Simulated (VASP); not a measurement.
# KTaO3 (Pm-3m) in VASP: settings compared

The runs below take KTaO3 through electric field gradients, with LDA, PBEsol, r2SCAN, HSE06.

All numbers are computed with VASP 6.6.1; they aren't measurements. Logs are shortened: lines on timing, memory, paths and dates and some standing lists are left out, and cuts for length are marked.

### 1 The crystal as given

Symmetry: Pm-3m, No. 221, cubic system. The conventional cell has a = 3.988 Å, b = 3.988 Å, c = 3.988 Å, α = 90.00°, β = 90.00°, γ = 90.00°. Around K (site symmetry m-3m) lie 12 O at 2.82 Å. Ta (site symmetry m-3m) has 6 O at 1.99 Å as nearest neighbours. Around O (site symmetry 4/mmm) lie 2 Ta at 1.99 Å.

### 2 Electric field gradients, LDA

Contents of INCAR:

```
SYSTEM = KTaO3
  PREC = Accurate
  ENCUT = 520
  EDIFF = 1E-7
  ISMEAR = -1
  SIGMA = 0.02
  LREAL = .FALSE.
  LASPH = .TRUE.
  NELM = 80
  ALGO = Fast
  ISIF = 2
  LWAVE = .FALSE.
  LCHARG = .FALSE.
  LEFG = .TRUE.
```

Contents of KPOINTS:

```
regular mesh
0
G
  6 6 6
  0 0 0
```

Contents of POSCAR:

```
KTaO3                                   
1.0
    3.9883000000      0.0000000000      0.0000000000
    0.0000000000      3.9883000000      0.0000000000
    0.0000000000      0.0000000000      3.9883000000
  K               Ta              O             
     1     1     3
Direct
     0.5000000000000000    0.5000000000000000    0.5000000000000000
     0.0000000000000000    0.0000000000000000    0.0000000000000000
     0.5000000000000000    0.0000000000000000    0.0000000000000000
     0.0000000000000000    0.5000000000000000    0.0000000000000000
     0.0000000000000000    0.0000000000000000    0.5000000000000000
```

Potentials or basis: VASP PAW LDA potentials, release 64 (K_sv, Ta_pv, O).

Started as:

```console
$ cat potpaw_LDA.64/K_sv/POTCAR potpaw_LDA.64/Ta_pv/POTCAR potpaw_LDA.64/O/POTCAR > POTCAR
$ mpirun -np 1 vasp_std > vasp.out
```

OUTCAR:

```text
SYSTEM = KTaO3
   PREC = Accurate
   ENCUT = 520
   EDIFF = 1E-7
   ISMEAR = -1
   LREAL = .FALSE.
   LASPH = .TRUE.
   NELM = 80
   ISIF = 2

 ion  position               nearest neighbor table
   1  0.500  0.500  0.500-   3 2.82   4 2.82   5 2.82   3 2.82   4 2.82   3 2.82   5 2.82   3 2.82
                             4 2.82   5 2.82   4 2.82   5 2.82   2 3.45   2 3.45   2 3.45   2 3.45
   2  0.000  0.000  0.000-   3 1.99   4 1.99   5 1.99   5 1.99   4 1.99   3 1.99   1 3.45   1 3.45
                             1 3.45   1 3.45   1 3.45   1 3.45   1 3.45   1 3.45
   3  0.500  0.000  0.000-   2 1.99   2 1.99   1 2.82   1 2.82   1 2.82   1 2.82
   4  0.000  0.500  0.000-   2 1.99   2 1.99   1 2.82   1 2.82   1 2.82   1 2.82
   5  0.000  0.000  0.500-   2 1.99   2 1.99   1 2.82   1 2.82   1 2.82   1 2.82

  LATTYP: Found a simple cubic cell.
 ALAT       =     3.9883000000

  Lattice vectors:

 A1 = (   3.9883000000,   0.0000000000,   0.0000000000)
 A2 = (   0.0000000000,   3.9883000000,   0.0000000000)
 A3 = (   0.0000000000,   0.0000000000,   3.9883000000)

Analysis of symmetry for initial positions (statically):
=====================================================================
 Subroutine PRICEL returns:
 Original cell was already a primitive cell.

 Routine SETGRP: Setting up the symmetry group for a
 simple cubic supercell.

 Subroutine GETGRP returns: Found 48 space group operations
 (whereof 48 operations were pure point group operations)
 out of a pool of 48 trial point group operations.

The static configuration has the point symmetry O_h .

Analysis of symmetry for dynamics (positions and initial velocities):
=====================================================================
 Subroutine PRICEL returns:
 Original cell was already a primitive cell.

 Routine SETGRP: Setting up the symmetry group for a
 simple cubic supercell.

 Subroutine GETGRP returns: Found 48 space group operations
 (whereof 48 operations were pure point group operations)
 out of a pool of 48 trial point group operations.

The dynamic configuration has the point symmetry O_h .

 Subroutine INISYM returns: Found 48 space group operations
 (whereof 48 operations are pure point group operations),
 and found     1 'primitive' translations

----------------------------------------------------------------------------------------

                                     Primitive cell

  volume of cell :      63.4400

  direct lattice vectors                    reciprocal lattice vectors
     3.988300000  0.000000000  0.000000000     0.250733395  0.000000000  0.000000000
     0.000000000  3.988300000  0.000000000     0.000000000  0.250733395  0.000000000
     0.000000000  0.000000000  3.988300000     0.000000000  0.000000000  0.250733395

  length of vectors
     3.988300000  3.988300000  3.988300000     0.250733395  0.250733395  0.250733395

  position of ions in fractional coordinates (direct lattice)
     0.500000000  0.500000000  0.500000000
     0.000000000  0.000000000  0.000000000
     0.500000000  0.000000000  0.000000000
     0.000000000  0.500000000  0.000000000
     0.000000000  0.000000000  0.500000000

  ion indices of the primitive-cell ions
   primitive index   ion index
                 1           1
                 2           2
                 3           3
                 4           4
                 5           5

----------------------------------------------------------------------------------------

 KPOINTS: regular mesh

[... 42 lines left out ...]
  0.500000  0.500000  0.333333      6.000000
  0.500000  0.500000  0.500000      1.000000
   k-points           NKPTS =     20   k-points in BZ     NKDIM =     20   number of bands    NBANDS=     23
   number of dos      NEDOS =    301   number of ions     NIONS =      5
   total plane-waves  NPLWV =  27000
   dimension x,y,z NGX =    30 NGY =   30 NGZ =   30
   dimension x,y,z NGXF=    60 NGYF=   60 NGZF=   60
   ions per type =               1   1   3
   NGX,Y,Z   is equivalent  to a cutoff of  12.51, 12.51, 12.51 a.u.
   NGXF,Y,Z  is equivalent  to a cutoff of  25.01, 25.01, 25.01 a.u.
 SYSTEM =  KTaO3
   PREC   = accura    normal or accurate (medium, high low for compatibility)
   ISTART =      0    job   : 0-new  1-cont  2-samecut
   ICHARG =      2    charge: 1-file 2-atom 10-const
   ISPIN  =      1    spin polarized calculation?
   LNONCOLLINEAR =      F non collinear calculations
   LSORBIT =      F    spin-orbit coupling
   LASPH  =      T    aspherical Exc in radial PAW
   ENCUT  =  520.0 eV  38.22 Ry    6.18 a.u.   7.42  7.42  7.42*2*pi/ulx,y,z
   NELM   =     80;   NELMIN=  2; NELMDL= -5     # of ELM steps
   EDIFF  = 0.1E-06   stopping-criterion for ELM
   LREAL  =      F    real-space projection
[... 7 lines left out ...]
   TEBEG  =    0.0;   TEEND  =   0.0 temperature during run
   PSTRESS=    0.0 pullay stress
   NELECT =      38.0000    total number of electrons
   NUPDOWN=      -1.0000    fix difference up-down
   EMIN   =  10.00;   EMAX   =-10.00  energy-range for DOS
   EFERMI =   0.00;   METHOD = LEGACY
   ISMEAR =    -1;   SIGMA  =   0.02  broadening in eV -4-tet -1-fermi 0-gaus
   EFERMI_NEDOS =   21; number of points for ismear=-14 and -15
   IALGO  =     68    algorithm
   IMIX   =      4    mixing-type and parameters
     AMIX     =   0.40;   BMIX     =  1.00
     AMIX_MAG =   1.60;   BMIX_MAG =  1.00
  volume/ion in A,a.u.               =      12.69        85.62
  Fermi-wavevector in a.u.,A,eV,Ry     =   1.380008  2.607837 25.911228  1.904422
  Thomas-Fermi vector in A             =   2.504925
   LORBIT       =      0    0 simple, 1 ext, 2 COOP (PROOUT), +10 PAW based schemes
   GGA     = CA    functional components
   LHFCALC =     F    Hartree Fock is set to
   AEXX    =    0.0000 exact exchange contribution
   IVDW    =     0    specifies the selected vdW correction
   LEPSILON=     F    determine dielectric tensor
   LRPA    =     F    only Hartree local field effects (RPA)
 non-spin polarized calculation
 RMM-DIIS sequential band-by-band and
  energy-cutoff  :      520.00
  volume of cell :       63.44
 maximum number of plane-waves:      1743
 NGX is ok and might be reduce to    30
   NGX = 15   NGY = 15   NGZ = 15

 number of electron      37.9999975 magnetization

 Free energy of the ion-electron system (eV)
  ---------------------------------------------------
  ext. energy  EPLUGINS =         0.00000000
  ---------------------------------------------------
  free energy    TOTEN  =       -45.04065603 eV

  energy without entropy =      -45.04065603  energy(sigma->0) =      -45.04065603

 E-fermi :   2.0743     XC(G=0): -11.4295

 val. band max:        1.5234962479   @ k =   0.5000   0.5000   0.5000
 cond. band min:       3.5433512746   @ k =   0.0000   0.0000   0.0000
 fundamental gap:      2.0198550267
 Fermi energy:         2.0742980711

 k-point     1 :       0.0000    0.0000    0.0000
  band No.  band energies     occupation
      1     -32.3900      2.00000
      2     -32.3900      2.00000
      3     -32.3900      2.00000
      4     -25.3507      2.00000
      5     -15.7346      2.00000
      6     -14.9954      2.00000
[... 509 lines left out ...]
     22       7.9205      0.00000
     23      10.2464      0.00000

------------------------ aborting loop because EDIFF is reached ----------------------------------------

  FORCE on cell =-STRESS in cart. coord.  units (eV):
  Direction    XX          YY          ZZ          XY          YZ          ZX
  --------------------------------------------------------------------------------------
  -------------------------------------------------------------------------------------
  Total       -1.7581299     -1.7581299     -1.7581299     -0.0000000     -0.0000000      0.0000000
  in kB      -44.4015459    -44.4015459    -44.4015459     -0.0000000     -0.0000000      0.0000000
  external PRESSURE =     -44.4015459 kB  Pullay stress =       0.0000000 kB

 VOLUME and BASIS-vectors are now :
 -----------------------------------------------------------------------------
  energy-cutoff  :      520.00
  volume of cell :       63.44
      direct lattice vectors                 reciprocal lattice vectors
     3.988300000  0.000000000  0.000000000     0.250733395  0.000000000  0.000000000
     0.000000000  3.988300000  0.000000000     0.000000000  0.250733395  0.000000000
     0.000000000  0.000000000  3.988300000     0.000000000  0.000000000  0.250733395

 POSITION                                       TOTAL-FORCE (eV/Angst)
 -----------------------------------------------------------------------------------
      1.99415      1.99415      1.99415         0.000000      0.000000      0.000000
      0.00000      0.00000      0.00000         0.000000      0.000000      0.000000
      1.99415      0.00000      0.00000         0.000000      0.000000      0.000000
      0.00000      1.99415      0.00000         0.000000      0.000000      0.000000
      0.00000      0.00000      1.99415         0.000000      0.000000      0.000000
 -----------------------------------------------------------------------------------
    total drift:                                0.000000     -0.000000      0.000000

  FREE ENERGIE OF THE ION-ELECTRON SYSTEM (eV)
  ---------------------------------------------------
  free  energy   TOTEN  =       -45.0406560300 eV

  energy  without entropy=      -45.0406560300  energy(sigma->0) =      -45.04065603

 Electric field gradients (V/A^2)
---------------------------------------------------------------------
 ion       V_xx      V_yy      V_zz      V_xy      V_xz      V_yz
---------------------------------------------------------------------
   1      -0.000    -0.000    -0.000     0.000     0.000     0.000
   2      -0.000    -0.000    -0.000     0.000     0.000    -0.000
   3      14.893    -7.446    -7.446    -0.000     0.000     0.000
   4      -7.446    14.893    -7.446    -0.000     0.000     0.000
   5      -7.446    -7.446    14.893    -0.000    -0.000    -0.000
---------------------------------------------------------------------

 Electric field gradients after diagonalization (V/A^2)
 (convention: |V_zz| > |V_xx| > |V_yy|)
----------------------------------------------------------------------
 ion       V_xx      V_yy      V_zz     asymmetry (V_yy - V_xx)/ V_zz
----------------------------------------------------------------------
   1      -0.000    -0.000    -0.000      -0.404
   2      -0.000    -0.000    -0.000      -0.043
   3      -7.446    -7.446    14.893       0.000
   4      -7.446    -7.446    14.893       0.000
   5      -7.446    -7.446    14.893       0.000
----------------------------------------------------------------------

           NMR quadrupolar parameters

 Cq : quadrupolar parameter    Cq=e*Q*V_zz/h
 eta: asymmetry parameters     (V_yy - V_xx)/ V_zz
 Q  : nuclear electric quadrupole moment in mb (millibarn)
----------------------------------------------------------------------
 ion       Cq(MHz)       eta       Q (mb)
----------------------------------------------------------------------
   1      -0.000      -0.404       1.000
   2      -0.000      -0.043       1.000
   3       0.036       0.000       1.000
   4       0.036       0.000       1.000
   5       0.036       0.000       1.000
----------------------------------------------------------------------
```

Run time: 40 s. Hardware: 1 thread of Intel Xeon Platinum 8488C (Sapphire Rapids), shared host; peak memory 0.16 GiB.

Results:

```yaml
Free_energy: -45.0407 eV
Pressure: -4.4 GPa
Band_gap_on_the_k_mesh: 2.02 eV, indirect (least direct gap 2.65 eV)
```

Electric field gradients, principal values (V/Å²):
```tsv
atom	Vxx	Vyy	Vzz
1 K	0.000	0.000	0.000
2 Ta	0.000	0.000	0.000
3 O	-7.446	-7.446	14.893
4 O	-7.446	-7.446	14.893
5 O	-7.446	-7.446	14.893
```

Caveat: spin-orbit coupling is left out, which moves the levels of the heavy elements.

(Continued in part 2 of 3.)
